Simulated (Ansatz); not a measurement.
# Moving the pressure in PdIn

The cell as given:

It takes space group Pm-3m (No. 221, cubic). The conventional cell has a = 3.272 Å, b = 3.272 Å, c = 3.272 Å, α = 90.00°, β = 90.00°, γ = 90.00°. Around In (site symmetry m-3m) lie 8 Pd at 2.83 Å. Pd (site symmetry m-3m) is surrounded by 8 In at 2.83 Å.

The cell comes from a database or a generator and needn't be the stable form of this composition.

Kept alike: task relaxation of cell and atoms; functional PBEsol; k mesh 8 × 8 × 8; occupations fermi-dirac, width 0.05 eV; no spin polarisation. Program: Ansatz, all-electron LAPW, scalar-relativistic. The mesh is that of the run's cell of 2 atoms. No spin-orbit coupling.

| pressure, P (GPa) | volume (Å³/atom) |
| --- | --- |
| 0 | 17.114 |
| 5 | 16.561 |
| 10 | 16.100 |
| 20 | 15.364 |

The relaxations keep at least the cell's symmetry (Pm-3m). For a metal such a mesh leaves the last digits unconverged. Runs of this series that gave no sound value for these columns are left out. The runs follow the start's structure, whether or not it is the stable one at these pressures.

The volume falls from 17.114 to 15.364 Å³/atom between 0 and 20 GPa. The volume falls ever more slowly, since the solid stiffens under load. At the pressures aimed at, which the runs meet within some tenths of a GPa, the step from 0 to 5 GPa gives a mean bulk modulus near 152 GPa, the last step 214 GPa.
